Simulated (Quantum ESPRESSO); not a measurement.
# 2H-MoTe2, 2 layers, AA' stacking, stepped through biaxial strain, part 5 of 8

What law, if any, do the results for 2H-MoTe2, 2 layers, AA' stacking follow against biaxial strain?

Quantum ESPRESSO 7.5; plane-wave DFT, PBE, GBRV ultrasoft pseudopotentials.

So far. Step 3 (Relaxing the ions, -4 %): The relaxation lowers the energy by 16 meV an atom. Step 6 (Band structure, -4 %): Along this path the valence top lies at M and the conduction bottom between K and Γ.

**7. Relaxing the ions, -3 %**

Level of this step: plane-wave DFT, PBE-D3(BJ), GBRV ultrasoft pseudopotentials (Quantum ESPRESSO 7.5).

m1.relax.in reads:

```
&control
  prefix = 'm1.relax'
  outdir = './out'
  pseudo_dir = './pseudo'
  nstep = 40
  forc_conv_thr = 0.0003
  calculation = 'relax'
  tstress = .true.
/
&system
  ibrav = 0
  nat = 6
  ntyp = 2
  ecutwfc = 50
  ecutrho = 250
  vdw_corr = 'grimme-d3'
  dftd3_version = 4
  occupations = 'smearing'
  smearing = 'fd'
  degauss = 0.002
/
&electrons
  conv_thr = 1e-09
  mixing_beta = 0.4
  electron_maxstep = 120
  mixing_mode = 'plain'
/
&ions
/
ATOMIC_SPECIES
  Te  127.6000  te_pbe_v1.uspp.F.UPF
  Mo  95.9500  mo_pbe_v1.uspp.F.UPF
CELL_PARAMETERS angstrom
  3.41182846113000 0.00000000000000 0.00000000000000
  -1.70591423008000 2.95473012022000 0.00000000000000
  0.00000000000000 0.00000000000000 25.74820526100000
ATOMIC_POSITIONS crystal
  Te  0.333333333300 0.666666666700 0.295521086700
  Mo  0.000000000000 0.000000000000 0.366161416800
  Te  0.333333333300 0.666666666700 0.436901447900
  Te  0.000000000000 0.000000000000 0.563098552100
  Mo  0.333333333300 0.666666666700 0.633838583200
  Te  0.000000000000 0.000000000000 0.704478913300
K_POINTS automatic
  12 12 1 0 0 0
```

Command:

```
OMP_NUM_THREADS=1 mpirun -n 4 pw.x -nk 4 -in m1.relax.in > m1.relax.out
```

The log of the run:

```text
[banner, memory and clock lines left out]
Program PWSCF v.7.5 starts
[...]
Message from routine setup:
[...]
number of electrons       =        52.00
     number of Kohn-Sham states=           31
     kinetic-energy cutoff     =      50.0000  Ry
     charge density cutoff     =     250.0000  Ry
[...]
number of k points=    19  Fermi-Dirac smearing, width (Ry)=  0.0020
[...]
Dense  grid:   116993 G-vectors     FFT dimensions: (  36,  36, 250)
[...]
negative rho (up, down):  2.453E-03 0.000E+00
     Starting wfcs are   42 randomized atomic wfcs
[...]
negative rho (up, down):  2.557E-03 0.000E+00
[...]
estimated scf accuracy    <       1.43513176 Ry
[...]
negative rho (up, down):  2.284E-03 0.000E+00
[...]
estimated scf accuracy    <       5.88441391 Ry
[...]
negative rho (up, down):  2.301E-03 0.000E+00
[...]
estimated scf accuracy    <       0.09524596 Ry
[...]
negative rho (up, down):  2.414E-03 0.000E+00
[...]
estimated scf accuracy    <       0.02802188 Ry
[...]
negative rho (up, down):  2.482E-03 0.000E+00
[...]
estimated scf accuracy    <       0.03998405 Ry
[...]
negative rho (up, down):  2.493E-03 0.000E+00
[...]
estimated scf accuracy    <       0.02461002 Ry
[...]
negative rho (up, down):  2.441E-03 0.000E+00
[...]
estimated scf accuracy    <       0.00151302 Ry
[...]
negative rho (up, down):  2.446E-03 0.000E+00
[...]
estimated scf accuracy    <       0.00473645 Ry
[...]
negative rho (up, down):  2.460E-03 0.000E+00
[...]
estimated scf accuracy    <       0.00203115 Ry
[...]
negative rho (up, down):  2.465E-03 0.000E+00
[...]
estimated scf accuracy    <       0.00042541 Ry
[...]
negative rho (up, down):  2.468E-03 0.000E+00
[...]
estimated scf accuracy    <       0.00026556 Ry
[...]
negative rho (up, down):  2.473E-03 0.000E+00
[...]
estimated scf accuracy    <       0.00013966 Ry
[...]
negative rho (up, down):  2.473E-03 0.000E+00
[...]
estimated scf accuracy    <       0.00003872 Ry
[...]
negative rho (up, down):  2.472E-03 0.000E+00
[...]
estimated scf accuracy    <       0.00000558 Ry
[...]
negative rho (up, down):  2.473E-03 0.000E+00
[...]
estimated scf accuracy    <       0.00001334 Ry
[...]
negative rho (up, down):  2.473E-03 0.000E+00
[...]
estimated scf accuracy    <       0.00000038 Ry
[...]
negative rho (up, down):  2.473E-03 0.000E+00
[...]
estimated scf accuracy    <       0.00000023 Ry
[...]
negative rho (up, down):  2.473E-03 0.000E+00
[...]
estimated scf accuracy    <       0.00000011 Ry
[...]
negative rho (up, down):  2.473E-03 0.000E+00
[...]
the Fermi energy is     4.2487 ev
!    total energy              =    -384.95777685 Ry
     estimated scf accuracy    <          6.0E-10 Ry
     smearing contrib. (-TS)   =      -0.00000000 Ry
     internal energy E=F+TS    =    -384.95777685 Ry
[...]
one-electron contribution =   -2093.98739054 Ry
     hartree contribution      =    1056.25670152 Ry
     xc contribution           =     -96.97750086 Ry
     ewald contribution        =     749.96028613 Ry
[...]
convergence has been achieved in  19 iterations
     negative rho (up, down):  2.473E-03 0.000E+00
[...]
Total force =     0.047920     Total SCF correction =     0.000023
[...]
negative rho (up, down):  2.473E-03 0.000E+00
[...]
negative rho (up, down):  2.458E-03 0.000E+00
[...]
negative rho (up, down):  2.461E-03 0.000E+00
[...]
estimated scf accuracy    <       0.00014282 Ry
[...]
negative rho (up, down):  2.463E-03 0.000E+00
[...]
estimated scf accuracy    <       0.00037294 Ry
[...]
negative rho (up, down):  2.464E-03 0.000E+00
[...]
estimated scf accuracy    <       0.00001757 Ry
[...]
negative rho (up, down):  2.464E-03 0.000E+00
[...]
estimated scf accuracy    <       0.00001054 Ry
[...]
negative rho (up, down):  2.465E-03 0.000E+00
[...]
estimated scf accuracy    <       0.00000353 Ry
[...]
negative rho (up, down):  2.465E-03 0.000E+00
[...]
estimated scf accuracy    <       0.00000030 Ry
[...]
negative rho (up, down):  2.465E-03 0.000E+00
[...]
estimated scf accuracy    <       0.00000042 Ry
[...]
negative rho (up, down):  2.465E-03 0.000E+00
[...]
estimated scf accuracy    <       0.00000002 Ry
[...]
negative rho (up, down):  2.465E-03 0.000E+00
[...]
estimated scf accuracy    <          7.8E-09 Ry
[...]
negative rho (up, down):  2.465E-03 0.000E+00
[...]
the Fermi energy is     4.2528 ev
!    total energy              =    -384.95970187 Ry
     estimated scf accuracy    <          6.1E-10 Ry
     smearing contrib. (-TS)   =      -0.00000000 Ry
     internal energy E=F+TS    =    -384.95970187 Ry
[...]
one-electron contribution =   -2089.27193516 Ry
     hartree contribution      =    1053.91428845 Ry
     xc contribution           =     -96.94293038 Ry
     ewald contribution        =     747.55042972 Ry
[...]
convergence has been achieved in  10 iterations
     negative rho (up, down):  2.465E-03 0.000E+00
[...]
Total force =     0.032494     Total SCF correction =     0.000075
[...]
negative rho (up, down):  2.465E-03 0.000E+00
[...]
negative rho (up, down):  2.449E-03 0.000E+00
[...]
negative rho (up, down):  2.452E-03 0.000E+00
[...]
estimated scf accuracy    <       0.00017822 Ry
[...]
negative rho (up, down):  2.454E-03 0.000E+00
[...]
estimated scf accuracy    <       0.00050845 Ry
[...]
negative rho (up, down):  2.455E-03 0.000E+00
[...]
estimated scf accuracy    <       0.00001918 Ry
[...]
negative rho (up, down):  2.456E-03 0.000E+00
[...]
estimated scf accuracy    <       0.00000363 Ry
[...]
negative rho (up, down):  2.456E-03 0.000E+00
[...]
estimated scf accuracy    <       0.00001371 Ry
[...]
negative rho (up, down):  2.456E-03 0.000E+00
[...]
estimated scf accuracy    <       0.00000088 Ry
[...]
negative rho (up, down):  2.456E-03 0.000E+00
[...]
estimated scf accuracy    <       0.00000080 Ry
[...]
negative rho (up, down):  2.456E-03 0.000E+00
[...]
estimated scf accuracy    <       0.00000010 Ry
[...]
negative rho (up, down):  2.456E-03 0.000E+00
[...]
estimated scf accuracy    <          3.7E-09 Ry
[...]
negative rho (up, down):  2.456E-03 0.000E+00
[...]
estimated scf accuracy    <          2.1E-09 Ry
[...]
negative rho (up, down):  2.456E-03 0.000E+00
[...]
negative rho (up, down):  2.446E-03 0.000E+00
[...]
estimated scf accuracy    <          1.5E-10 Ry
[...]
negative rho (up, down):  2.446E-03 0.000E+00
[...]
estimated scf accuracy    <          5.6E-10 Ry
[...]
negative rho (up, down):  2.446E-03 0.000E+00
[...]
the Fermi energy is     4.2697 ev
!    total energy              =    -384.96141991 Ry
     estimated scf accuracy    <          4.2E-12 Ry
     smearing contrib. (-TS)   =      -0.00000000 Ry
     internal energy E=F+TS    =    -384.96141991 Ry
[...]
one-electron contribution =   -2077.58654990 Ry
     hartree contribution      =    1048.10141045 Ry
     xc contribution           =     -96.86779944 Ry
     ewald contribution        =     741.60032556 Ry
[...]
convergence has been achieved in   9 iterations
     negative rho (up, down):  2.446E-03 0.000E+00
[...]
Total force =     0.002041     Total SCF correction =     0.000011
[...]
negative rho (up, down):  2.446E-03 0.000E+00
[...]
negative rho (up, down):  2.445E-03 0.000E+00
[...]
negative rho (up, down):  2.445E-03 0.000E+00
[...]
estimated scf accuracy    <       0.00000053 Ry
[...]
negative rho (up, down):  2.446E-03 0.000E+00
[...]
estimated scf accuracy    <       0.00000207 Ry
[...]
negative rho (up, down):  2.446E-03 0.000E+00
[...]
estimated scf accuracy    <       0.00000047 Ry
[...]
negative rho (up, down):  2.446E-03 0.000E+00
[...]
estimated scf accuracy    <       0.00000014 Ry
[...]
negative rho (up, down):  2.446E-03 0.000E+00
[...]
estimated scf accuracy    <          7.5E-09 Ry
[...]
negative rho (up, down):  2.446E-03 0.000E+00
[...]
estimated scf accuracy    <       0.00000001 Ry
[...]
negative rho (up, down):  2.446E-03 0.000E+00
[...]
estimated scf accuracy    <          4.8E-10 Ry
[...]
negative rho (up, down):  2.446E-03 0.000E+00
[...]
estimated scf accuracy    <          7.8E-10 Ry
[...]
negative rho (up, down):  2.446E-03 0.000E+00
[...]
estimated scf accuracy    <          1.4E-10 Ry
[...]
negative rho (up, down):  2.446E-03 0.000E+00
[...]
estimated scf accuracy    <          8.9E-11 Ry
[...]
negative rho (up, down):  2.446E-03 0.000E+00
[...]
estimated scf accuracy    <          1.5E-11 Ry
[...]
negative rho (up, down):  2.446E-03 0.000E+00
[...]
the Fermi energy is     4.2700 ev
!    total energy              =    -384.96142638 Ry
     estimated scf accuracy    <          1.4E-12 Ry
     smearing contrib. (-TS)   =      -0.00000000 Ry
     internal energy E=F+TS    =    -384.96142638 Ry
[...]
one-electron contribution =   -2076.80809098 Ry
     hartree contribution      =    1047.71258892 Ry
     xc contribution           =     -96.86656082 Ry
     ewald contribution        =     741.20940982 Ry
[...]
convergence has been achieved in  12 iterations
     negative rho (up, down):  2.446E-03 0.000E+00
[...]
Total force =     0.002090     Total SCF correction =     0.000005
[...]
negative rho (up, down):  2.446E-03 0.000E+00
[...]
negative rho (up, down):  2.444E-03 0.000E+00
[...]
negative rho (up, down):  2.444E-03 0.000E+00
[...]
estimated scf accuracy    <       0.00000170 Ry
[...]
negative rho (up, down):  2.444E-03 0.000E+00
[...]
estimated scf accuracy    <       0.00001500 Ry
[...]
negative rho (up, down):  2.444E-03 0.000E+00
[...]
estimated scf accuracy    <       0.00000053 Ry
[...]
negative rho (up, down):  2.444E-03 0.000E+00
[...]
estimated scf accuracy    <       0.00000032 Ry
[...]
negative rho (up, down):  2.444E-03 0.000E+00
[...]
estimated scf accuracy    <       0.00000002 Ry
[...]
negative rho (up, down):  2.444E-03 0.000E+00
[...]
estimated scf accuracy    <       0.00000002 Ry
[...]
negative rho (up, down):  2.444E-03 0.000E+00
[...]
estimated scf accuracy    <          7.6E-10 Ry
[...]
negative rho (up, down):  2.444E-03 0.000E+00
[...]
estimated scf accuracy    <          1.3E-09 Ry
[...]
negative rho (up, down):  2.444E-03 0.000E+00
[...]
estimated scf accuracy    <          2.9E-10 Ry
[...]
negative rho (up, down):  2.444E-03 0.000E+00
[...]
estimated scf accuracy    <          1.2E-11 Ry
[...]
negative rho (up, down):  2.444E-03 0.000E+00
[...]
estimated scf accuracy    <          1.7E-11 Ry
[...]
negative rho (up, down):  2.444E-03 0.000E+00
[...]
negative rho (up, down):  2.439E-03 0.000E+00
[...]
estimated scf accuracy    <       0.00001237 Ry
[...]
negative rho (up, down):  2.439E-03 0.000E+00
[...]
estimated scf accuracy    <       0.00015087 Ry
[...]
negative rho (up, down):  2.439E-03 0.000E+00
[...]
estimated scf accuracy    <       0.00000125 Ry
[...]
negative rho (up, down):  2.439E-03 0.000E+00
[...]
estimated scf accuracy    <       0.00000186 Ry
[...]
negative rho (up, down):  2.439E-03 0.000E+00
[...]
estimated scf accuracy    <       0.00000016 Ry
[...]
negative rho (up, down):  2.439E-03 0.000E+00
[...]
estimated scf accuracy    <       0.00000007 Ry
[...]
negative rho (up, down):  2.439E-03 0.000E+00
[...]
estimated scf accuracy    <          4.0E-09 Ry
[...]
negative rho (up, down):  2.439E-03 0.000E+00
[...]
estimated scf accuracy    <          2.5E-09 Ry
[...]
negative rho (up, down):  2.439E-03 0.000E+00
[...]
estimated scf accuracy    <          3.5E-11 Ry
[...]
negative rho (up, down):  2.439E-03 0.000E+00
[...]
estimated scf accuracy    <          1.9E-10 Ry
[...]
negative rho (up, down):  2.439E-03 0.000E+00
[...]
estimated scf accuracy    <          4.3E-11 Ry
[...]
negative rho (up, down):  2.439E-03 0.000E+00
[...]
the Fermi energy is     4.2707 ev
!    total energy              =    -384.96147753 Ry
     estimated scf accuracy    <          4.9E-13 Ry
     smearing contrib. (-TS)   =      -0.00000000 Ry
     internal energy E=F+TS    =    -384.96147753 Ry
[...]
one-electron contribution =   -2070.62978978 Ry
     hartree contribution      =    1044.62476608 Ry
     xc contribution           =     -96.86128202 Ry
     ewald contribution        =     738.11335710 Ry
[...]
convergence has been achieved in  12 iterations
     negative rho (up, down):  2.439E-03 0.000E+00
[...]
Total force =     0.002562     Total SCF correction =     0.000002
[...]
negative rho (up, down):  2.439E-03 0.000E+00
[...]
negative rho (up, down):  2.430E-03 0.000E+00
[...]
negative rho (up, down):  2.430E-03 0.000E+00
[...]
estimated scf accuracy    <       0.00002943 Ry
[...]
negative rho (up, down):  2.431E-03 0.000E+00
[...]
estimated scf accuracy    <       0.00035612 Ry
[...]
negative rho (up, down):  2.431E-03 0.000E+00
[...]
estimated scf accuracy    <       0.00000255 Ry
[...]
negative rho (up, down):  2.431E-03 0.000E+00
[...]
estimated scf accuracy    <       0.00000284 Ry
[...]
negative rho (up, down):  2.431E-03 0.000E+00
[...]
estimated scf accuracy    <       0.00000045 Ry
[...]
negative rho (up, down):  2.431E-03 0.000E+00
[...]
estimated scf accuracy    <       0.00000008 Ry
[...]
negative rho (up, down):  2.431E-03 0.000E+00
[...]
estimated scf accuracy    <       0.00000002 Ry
[...]
negative rho (up, down):  2.431E-03 0.000E+00
[...]
estimated scf accuracy    <          1.0E-09 Ry
[...]
negative rho (up, down):  2.431E-03 0.000E+00
[...]
estimated scf accuracy    <          1.2E-09 Ry
[...]
negative rho (up, down):  2.431E-03 0.000E+00
[...]
estimated scf accuracy    <          1.4E-10 Ry
[...]
negative rho (up, down):  2.431E-03 0.000E+00
[...]
estimated scf accuracy    <          6.3E-11 Ry
[...]
negative rho (up, down):  2.431E-03 0.000E+00
[...]
estimated scf accuracy    <          1.6E-11 Ry
[...]
negative rho (up, down):  2.431E-03 0.000E+00
[...]
```

Wall time 11 min (4 MPI ranks of Arm Neoverse V2, shared host); peak memory 0.94 GiB; 45 min of CPU time.

The steps of the relaxation:

```
step  energy less that of the first step (eV)  largest force (eV/Å)
   1                                   0.0000                0.6248
   2                                  -0.0262                0.4280
   3                                  -0.0435                0.2239
   4                                  -0.0495                0.0274
   5                                  -0.0496                0.0228
   6                                  -0.0497                0.0285
   7                                  -0.0498                0.0339
   8                                  -0.0500                0.0390
   9                                  -0.0503                0.0436
  10                                  -0.0508                0.0468
  11                                  -0.0514                0.0468
  12                                  -0.0520                0.0401
  13                                  -0.0523                0.0252
  14                                  -0.0524                0.0145
  15                                  -0.0524                0.0042
```

The atoms that moved most (Å):

```
atom     dx     dy      dz  length
 Te6  0.000  0.000   0.096   0.096
 Te1  0.000  0.000  -0.096   0.096
 Mo2  0.000  0.000  -0.053   0.053
 Mo5  0.000  0.000   0.053   0.053
 Te3  0.000  0.000  -0.010   0.010
 Te4  0.000  0.000   0.010   0.010
```

The relaxed structure:

```xyz
6
Lattice="3.4118 0.0000 0.0000 -1.7059 2.9547 0.0000 0.0000 0.0000 25.7482" Properties=species:S:1:pos:R:3
Te    0.0000    1.9698    7.5130
Mo    0.0000    0.0000    9.3748
Te    0.0000    1.9698   11.2398
Te    0.0000    0.0000   14.5084
Mo    0.0000    1.9698   16.3734
Te    0.0000    0.0000   18.2352
```

The relaxation lowers the energy by 9 meV an atom.

This step gave:

| Property | Result |
| --- | --- |
| free energy | -5237.6698 eV |
| Fermi energy | 4.269 eV |

**8. Self-consistent run, -3 %**

Level of this step: plane-wave DFT, PBE, GBRV ultrasoft pseudopotentials (Quantum ESPRESSO 7.5).

m1.scf.in reads:

```
&control
  prefix = 'm1.scf'
  outdir = './out'
  pseudo_dir = './pseudo'
  calculation = 'scf'
  tprnfor = .true.
/
&system
  ibrav = 0
  nat = 6
  ntyp = 2
  ecutwfc = 40
  ecutrho = 200
  occupations = 'smearing'
  smearing = 'fd'
  degauss = 0.002
  nbnd = 30
/
&electrons
  conv_thr = 1e-09
  mixing_beta = 0.4
  electron_maxstep = 120
  mixing_mode = 'plain'
/
ATOMIC_SPECIES
  Te  127.6000  te_pbe_v1.uspp.F.UPF
  Mo  95.9500  mo_pbe_v1.uspp.F.UPF
CELL_PARAMETERS angstrom
  3.41182846113000 0.00000000000000 0.00000000000000
  -1.70591423008000 2.95473012022000 0.00000000000000
  0.00000000000000 0.00000000000000 25.74820526100000
ATOMIC_POSITIONS crystal
  Te  0.333333333300 0.666666666700 0.291787936500
  Mo  0.000000000000 0.000000000000 0.364095496900
  Te  0.333333333300 0.666666666700 0.436529245500
  Te  0.000000000000 0.000000000000 0.563470754500
  Mo  0.333333333300 0.666666666700 0.635904503100
  Te  0.000000000000 0.000000000000 0.708212063500
K_POINTS automatic
  12 12 1 0 0 0
```

Command:

```
OMP_NUM_THREADS=1 mpirun -n 4 pw.x -nk 4 -in m1.scf.in > m1.scf.out
```

The log of the run:

```text
[banner, memory and clock lines left out]
Program PWSCF v.7.5 starts
[...]
Message from routine setup:
[...]
number of electrons       =        52.00
     number of Kohn-Sham states=           30
     kinetic-energy cutoff     =      40.0000  Ry
     charge density cutoff     =     200.0000  Ry
[...]
number of k points=    19  Fermi-Dirac smearing, width (Ry)=  0.0020
[...]
Dense  grid:    83805 G-vectors     FFT dimensions: (  30,  30, 225)
[...]
negative rho (up, down):  2.542E-03 0.000E+00
     Starting wfcs are   42 randomized atomic wfcs
[...]
negative rho (up, down):  2.630E-03 0.000E+00
[...]
estimated scf accuracy    <       1.51030975 Ry
[...]
negative rho (up, down):  5.204E-04 0.000E+00
[...]
estimated scf accuracy    <       7.04999189 Ry
[...]
negative rho (up, down):  6.092E-04 0.000E+00
[...]
estimated scf accuracy    <       0.15352302 Ry
[...]
negative rho (up, down):  1.052E-03 0.000E+00
[...]
estimated scf accuracy    <       0.03784117 Ry
[...]
negative rho (up, down):  1.716E-03 0.000E+00
[...]
estimated scf accuracy    <       0.03015497 Ry
[...]
negative rho (up, down):  2.540E-03 0.000E+00
[...]
estimated scf accuracy    <       0.02254660 Ry
[...]
negative rho (up, down):  2.614E-03 0.000E+00
[...]
estimated scf accuracy    <       0.00225874 Ry
[...]
negative rho (up, down):  2.534E-03 0.000E+00
[...]
estimated scf accuracy    <       0.00557942 Ry
[...]
negative rho (up, down):  2.499E-03 0.000E+00
[...]
estimated scf accuracy    <       0.00193725 Ry
[...]
negative rho (up, down):  2.516E-03 0.000E+00
[...]
estimated scf accuracy    <       0.00033428 Ry
[...]
negative rho (up, down):  2.530E-03 0.000E+00
[...]
estimated scf accuracy    <       0.00034726 Ry
[...]
negative rho (up, down):  2.545E-03 0.000E+00
[...]
estimated scf accuracy    <       0.00035178 Ry
[...]
negative rho (up, down):  2.545E-03 0.000E+00
[...]
estimated scf accuracy    <       0.00014738 Ry
[...]
negative rho (up, down):  2.543E-03 0.000E+00
[...]
estimated scf accuracy    <       0.00004798 Ry
[...]
negative rho (up, down):  2.542E-03 0.000E+00
[...]
estimated scf accuracy    <       0.00000333 Ry
[...]
negative rho (up, down):  2.545E-03 0.000E+00
[...]
estimated scf accuracy    <       0.00001926 Ry
[...]
negative rho (up, down):  2.548E-03 0.000E+00
[...]
estimated scf accuracy    <       0.00001065 Ry
[...]
negative rho (up, down):  2.548E-03 0.000E+00
[...]
estimated scf accuracy    <       0.00000024 Ry
[...]
negative rho (up, down):  2.548E-03 0.000E+00
[...]
estimated scf accuracy    <       0.00000067 Ry
[...]
negative rho (up, down):  2.548E-03 0.000E+00
[...]
estimated scf accuracy    <       0.00000002 Ry
[...]
negative rho (up, down):  2.548E-03 0.000E+00
[...]
estimated scf accuracy    <       0.00000022 Ry
[...]
negative rho (up, down):  2.549E-03 0.000E+00
[...]
estimated scf accuracy    <          1.2E-09 Ry
[...]
negative rho (up, down):  2.549E-03 0.000E+00
[...]
the Fermi energy is     4.2701 ev
!    total energy              =    -384.75258308 Ry
     estimated scf accuracy    <          4.8E-10 Ry
     smearing contrib. (-TS)   =      -0.00000000 Ry
     internal energy E=F+TS    =    -384.75258308 Ry
[...]
one-electron contribution =   -2034.58335534 Ry
     hartree contribution      =    1026.60323598 Ry
     xc contribution           =     -96.85276752 Ry
     ewald contribution        =     720.08030380 Ry
     convergence has been achieved in  23 iterations
     negative rho (up, down):  2.549E-03 0.000E+00
[...]
Total force =     0.009019     Total SCF correction =     0.000060
[...]
```

Wall time 53 s (4 MPI ranks); peak memory 0.63 GiB; 3.6 min of CPU time.

Read from the output:

- free energy: -5234.8256 eV
- Fermi energy: 4.270 eV
- valence top, on the run's zero: 3.884 eV
- conduction bottom, on the run's zero: 4.690 eV
- gap by band count: 0.8053 eV

(Continued in part 6 of 8.)

[Logs are printed without paths, hosts, clocks, repeated set-up lines and the standing remarks that a program may print on its own settings, such as how far it seeks lower states.]

[Hosts, paths, dates, database ids (printed as entryN), source tags and the programs' standing remarks are cut or masked in the printed files.]

[Maps of the electrostatic potential energy from Ansatz leave out the sawtooth potential of an applied field or a dipole correction, so their vacuum need not be flat; planar profiles and work functions include it.]
